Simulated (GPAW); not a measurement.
Set up this calculation in GPAW 26.7.0, as an ASE script.

- Task: single point
- Functional: LDA
- Potentials or basis: the program's PAW data sets (release 1.2.1) made for this functional
- Cutoff: 600 eV
- Basis: pw
- k mesh: 6 × 6 × 4
- Occupations: gaussian, width 0.05 eV
- Spin: collinear spin, ferromagnetic start
- Starting moments: [1.0, 0.0, 0.0] μB
- Fixed moment: 1 μB
- Hubbard terms: Pt d U = 5 eV
- Maxiter: 150

The system is PtS2.

```
Pt S
1.0
     3.11651   -1.91048    0.00000
     3.11651    1.91048    0.00000
    -0.00307    0.00000    4.39494
Pt S
1 2
Direct
  0.00000 0.00000 0.00000
  0.68790 0.68790 0.28890
  0.31210 0.31210 0.71110
```

The cell was built by a generator and isn't the measured one.

The input as run:

run.py

```python
from ase import Atoms
from ase.dft.bandgap import bandgap
from ase.io import write
from ase.units import Bohr, GPa
from gpaw import GPAW, PW
from gpaw.elf import elf_from_dft_calculation

atoms = Atoms(['Pt', 'S', 'S'],
              cell=[[3.1165126, -1.91048421, 0.0],
                    [3.1165126, 1.91048421, 0.0],
                    [-0.00306824, 0.0, 4.39493629]],
              scaled_positions=[[0.0, 0.0, 0.0],
                                [0.6879, 0.6879, 0.2889],
                                [0.3121, 0.3121, 0.7111]],
              pbc=True)
atoms.set_initial_magnetic_moments([1.0, 0.0, 0.0])

calc = GPAW(mode=PW(600),
            xc='LDA',
            kpts={'size': (6, 6, 4), 'gamma': True},
            occupations={'name': 'methfessel-paxton', 'order': 0, 'width': 0.05, 'fixmagmom': True},
            setups={'Pt': ':d,5.0'},
            nbands=26,
            convergence={'density': 1e-05, 'energy': 1e-05},
            maxiter=150,
            txt='gpaw.txt')
atoms.calc = calc
energy = atoms.get_potential_energy()
forces = atoms.get_forces()
stress = atoms.get_stress()
calc.write('gs.gpw')
write('result.traj', atoms)
print(f'Energy: {energy:.6f} eV')
print('Forces (eV/A):')
print(forces.round(4))
print('Stress (GPa):', (stress / GPa).round(3))
print('Moments:', calc.get_magnetic_moments().round(3))
print('Fermi levels:', calc.get_fermi_levels().round(4), 'eV')

# fields on the real-space grid
write('density.cube', atoms, data=calc.get_pseudo_density() * Bohr**3)
write('potential.cube', atoms, data=calc.get_electrostatic_potential())
write('spin.cube', atoms, data=(calc.get_pseudo_density(spin=0) - calc.get_pseudo_density(spin=1)) * Bohr**3)
write('elf.cube', atoms, data=elf_from_dft_calculation(calc).data)
```

Potentials or basis: the program's PAW data sets (release 1.2.1) made for this functional, pw.

Command:

```console
$ OMP_NUM_THREADS=1 python run.py
```

Results of the run:

```yaml
Pressure: -10.4 GPa
Largest_force: 0.961 eV/Å
Net_moment: 1.00 μB per cell
Site_moments: Pt +0.44; S +0.17 μB
```

Caveat: the gap line of the log is wrong at fixed moment; the total moment is fixed, so each spin has its own Fermi level.

It took 75 s on 1 thread of Arm Neoverse V2, on a shared host, peak memory 0.23 GiB.
